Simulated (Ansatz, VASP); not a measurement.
# HC60N3: VASP beside Ansatz, part 2 of 2

Wanted: the spread between two codes on one cell, functional and k mesh. The cell is taken from a series of runs on this material, whose earlier steps may have relaxed, scaled, displaced or heated it; both programs get it as it stands.

VASP 6.6.1 and Ansatz 0.2.0.

So far: Starting point; Ansatz: single point, HSE06.

## (3) VASP: single point, HSE06

Level of this step: HSE06; plane waves and PAW (C, N, H) (VASP).

The same cell, functional, mesh and smearing now go to VASP, with its own data sets.

Lines of VASP's logs that name or quote its potential files are left out, and so is its time.

The run reads the wave functions of an earlier VASP run, which isn't shown here.

Contents of INCAR:

```
SYSTEM = HC60N3
PREC = Accurate
ENCUT = 520
EDIFF = 1E-06
NELM = 100
ISMEAR = -1
SIGMA = 0.01
LREAL = Auto
ALGO = Normal
LHFCALC = .TRUE.
AEXX = 0.25
GGA = PE
HFSCREEN = 0.208
LASPH = .TRUE.
NBANDS = 172
PRECFOCK = Fast
LORBIT = 11
LWAVE = .FALSE.
LCHARG = .FALSE.
ISIF = 2
```

Contents of POSCAR:

```
HC60N3
1.0
    7.1431635109      0.0000000000      0.0000000000
    0.0000000000      7.1431635109      0.0000000000
    0.0000000000      0.0000000000      7.1431635109
C N H
60 3 1
Direct
    0.9984390491      0.9981895074      0.2502772582
    0.9984272248      0.2496383416      0.9985477533
    0.2498860978      0.9981755927      0.9985487661
    0.1258373795      0.1255865826      0.3690910747
    0.1252756676      0.3689811003      0.1253227950
    0.3692320777      0.1250219347      0.1253228646
    0.0004131446      0.0001616805      0.7494439152
    0.0029331313      0.2522929727      0.4973118821
    0.2525445052      0.0026816233      0.4973118786
    0.2525439818      0.2522924796      0.7469254653
    0.1252671610      0.1250171329      0.8729518192
    0.1258331872      0.3805120867      0.6240223290
    0.3807640614      0.1255831002      0.6240217326
    0.3748698189      0.3746183702      0.8749329409
    0.0024161873      0.4970612128      0.2525453366
    0.9998757288      0.7489486839      0.0006577896
    0.2510177769      0.4980179852      0.0015377985
    0.2510166532      0.7480696509      0.2515878866
    0.1252739083      0.6242829983      0.3806245085
    0.1243394310      0.8732704818      0.1255964286
    0.3764675891      0.6255917984      0.1240143606
    0.3748695589      0.8746718873      0.3749872731
    0.9984402287      0.4993282347      0.7514171684
    0.9984262992      0.7510579418      0.4999664711
    0.2498864084      0.7510548846      0.7514286530
    0.1243397348      0.6240096872      0.8763366888
    0.1252670154      0.8766536014      0.6245873501
    0.3692288484      0.6242805822      0.6245804981
    0.3747784087      0.8745916484      0.8750115134
    0.4973132572      0.0021655319      0.2525464024
    0.4982680776      0.2507659744      0.0015387632
    0.7492002014      0.9996258383      0.0006571592
    0.7483211978      0.2507652635      0.2515888023
    0.6245336619      0.1250234791      0.3806266309
    0.6258388031      0.3762162751      0.1240178836
    0.8735226990      0.1240903153      0.1255945526
    0.8749227293      0.3746183208      0.3749875359
    0.4995782458      0.9981905136      0.7514162166
    0.7513062406      0.9981739100      0.4999675006
    0.7513069082      0.2496342221      0.7514289155
    0.6242607640      0.1240887991      0.8763366481
    0.6245340953      0.3689779742      0.6245833341
    0.8769051347      0.1250147709      0.6245871580
    0.8748400203      0.3745296783      0.8750128589
    0.5096863048      0.5094382431      0.2401681579
    0.4987476090      0.7506402548      0.9989648383
    0.7508862530      0.4984970465      0.9989681884
    0.7508829385      0.7506315445      0.2511031142
    0.6258378131      0.6255868275      0.3733884459
    0.6242328793      0.8759176605      0.1256215136
    0.8761673241      0.6239805299      0.1256220763
    0.8748383889      0.8745888822      0.3750720466
    0.4973119845      0.4970595025      0.7474379596
    0.4982679688      0.7480685836      0.4988404650
    0.7483211468      0.4980171359      0.4988411861
    0.7492007246      0.7489486187      0.7499794051
    0.6242330769      0.6239831125      0.8736856364
    0.6242613420      0.8732703006      0.6255177772
    0.8735233537      0.6240121050      0.6255160163
    0.8746745967      0.8744236868      0.8751819298
    0.2374285132      0.2371776151      0.2372308199
    0.2374228172      0.5123661253      0.5124265140
    0.5126153423      0.2371769868      0.5124260447
    0.3982881657      0.3980541768      0.3515424206
```

Contents of KPOINTS:

```
Automatic mesh
0
Gamma
1 1 1
0 0 0
```

The projector-augmented-wave data sets are C, N and H (PBE family, release 64).

Run with:

```bash
export OMP_NUM_THREADS=3
mpirun -np 1 vasp_gam
```

The program printed:

```text
[banner, memory and clock lines left out]
running    1 mpi-ranks, on    1 nodes
[...]
Offloading initialized ...    1 GPUs detected
[...]
LDA part: xc-table for (Slater+PW92), standard interpolation
 found WAVECAR, reading the header
 POSCAR, INCAR and KPOINTS ok, starting setup
[...]
reading WAVECAR
 the WAVECAR file was read successfully
 initial charge from wavefunction
 entering main loop
       N       E                     dE             d eps       ncg     rms          rms(c)
DAV:   1    -0.658221028435E+03   -0.65822E+03   -0.86931E+00   352   0.794E+00    0.408E+00
DAV:   2    -0.658248022326E+03   -0.26994E-01   -0.17598E-01   400   0.107E+00    0.248E+00
DAV:   3    -0.658228828862E+03    0.19193E-01   -0.17429E-02   400   0.356E-01    0.135E+00
DAV:   4    -0.658223614041E+03    0.52148E-02   -0.62880E-03   400   0.205E-01    0.710E-01
[...]
DAV:   9    -0.658221581690E+03    0.10000E-04   -0.54571E-06   408   0.713E-03    0.337E-02
DAV:  10    -0.658221579285E+03    0.24052E-05   -0.14825E-06   232   0.375E-03    0.188E-02
DAV:  11    -0.658221578936E+03    0.34898E-06   -0.50756E-07   216   0.236E-03
   1 F= -.65822158E+03 E0= -.65822158E+03  d E =-.491632E-14
```

From OUTCAR (step 3):

```text
  Total      -18.4320752    -18.4396290    -18.4270668     -3.1103267      3.1003757      3.1021611
  in kB      -81.0238809    -81.0570860    -81.0018649    -13.6724018     13.6286592     13.6365073
  external PRESSURE =     -81.0276106 kB  Pullay stress =       0.0000000 kB

 POSITION                                       TOTAL-FORCE (eV/Angst)
 -----------------------------------------------------------------------------------
      7.13201      7.13023      1.78777         0.006032      0.011421      0.012118
      7.13193      1.78321      7.13279         0.004855     -0.015121      0.014559
      1.78498      7.13013      7.13280        -0.016272      0.006706      0.013555
      0.89888      0.89709      2.63648        -0.112858     -0.116643      0.050708
      0.89486      2.63569      0.89520        -0.037244      0.110664     -0.062064
      2.63749      0.89305      0.89520         0.110328     -0.034512     -0.058591
      0.00295      0.00115      5.35340        -0.010104     -0.008600      0.013703
      0.02095      1.80217      3.55238         0.019465     -0.007346      0.001786
      1.80397      0.01916      3.55238        -0.005520      0.018832      0.002317
      1.80396      1.80217      5.33541        -0.000852     -0.000920     -0.012562
      0.89480      0.89302      6.23564        -0.000291      0.000684     -0.003759
      0.89885      2.71806      4.45749        -0.116413     -0.055132      0.109033
      2.71986      0.89706      4.45749        -0.055020     -0.114612      0.107327
      2.67776      2.67596      6.24979         0.007770      0.006665      0.036007
[...]
-----------------------------------------------------------------------------------
    total drift:                               -0.037942     -0.041073     -0.053192

  FREE ENERGIE OF THE ION-ELECTRON SYSTEM (eV)
  ---------------------------------------------------
  free  energy   TOTEN  =      -658.2215789356 eV

  energy  without entropy=     -658.2215789356  energy(sigma->0) =     -658.22157894

[... 2 further parts left out ...]
```

The run ends at a pressure of -8.10 GPa, with forces up to 4.8 eV/Å.

## (4) Differences

Known differences besides the potentials themselves: exact exchange at q = 0 is treated differently, which shows on coarse meshes; VASP keeps PBE cores, Ansatz makes them for the functional; the cutoff is 420 eV in Ansatz and 520 eV in VASP (PREC = Accurate, projectors in real space); VASP takes a coarser grid for exact exchange (PRECFOCK = Fast). Total energies have different zeros and are not compared.

Both answers:

| quantity | Ansatz | VASP | difference |
| --- | --- | --- | --- |
| gap on the k mesh (eV) | 4.869 | 4.916 | -0.047 |

Forces on 9 of the 64 atoms, those with the largest forces and the largest differences (eV/Å; atoms numbered as in POSCAR):

| atom | Ansatz x, y, z | VASP x, y, z |
| --- | --- | --- |
| C4 | -0.108, -0.108, 0.022 | -0.113, -0.117, 0.051 |
| C12 | -0.108, -0.022, 0.108 | -0.116, -0.055, 0.109 |
| C13 | -0.023, -0.107, 0.107 | -0.055, -0.115, 0.107 |
| C21 | 0.176, -0.086, 0.086 | 0.164, -0.094, 0.085 |
| C28 | 0.081, 0.055, 0.030 | 0.112, 0.057, 0.034 |
| C35 | -0.086, 0.175, 0.086 | -0.095, 0.163, 0.086 |
| C45 | -2.667, -2.666, 2.666 | -2.672, -2.673, 2.674 |
| C49 | -0.086, -0.086, -0.175 | -0.092, -0.088, -0.156 |
| H64 | 2.790, 2.790, -2.790 | 2.773, 2.773, -2.771 |

The forces differ by 9.0 meV/Å r.m.s., which is 1.9 % of the r.m.s. force of 0.484 eV/Å (both taken over all components). A gap on the mesh is an upper bound, since the band edges may lie between its points.

## (5) Summary of results

| Property | Result |
| --- | --- |
| r.m.s. force difference (single point, HSE06) | 1.9 % of the r.m.s. force |
| difference in gap on the k mesh (single point, HSE06) | -0.047 eV |

The r.m.s. force difference is 1.9 % of the r.m.s. force (single point, HSE06), within the 3 % picked in this series as the mark of a large difference. Such differences can come from data sets, numerical settings and the points named under the comparisons, not from the functional's error against experiment.

[Lines on the potential files, build, host, timing and source positions are cut from VASP's logs without a mark.]

[Logs are printed without paths, hosts, clocks, repeated set-up lines and the standing remarks that a program may print on its own settings, such as how far it seeks lower states.]

[Hosts, paths, dates, database ids (printed as entryN), source tags and the programs' standing remarks are cut or masked in the printed files.]
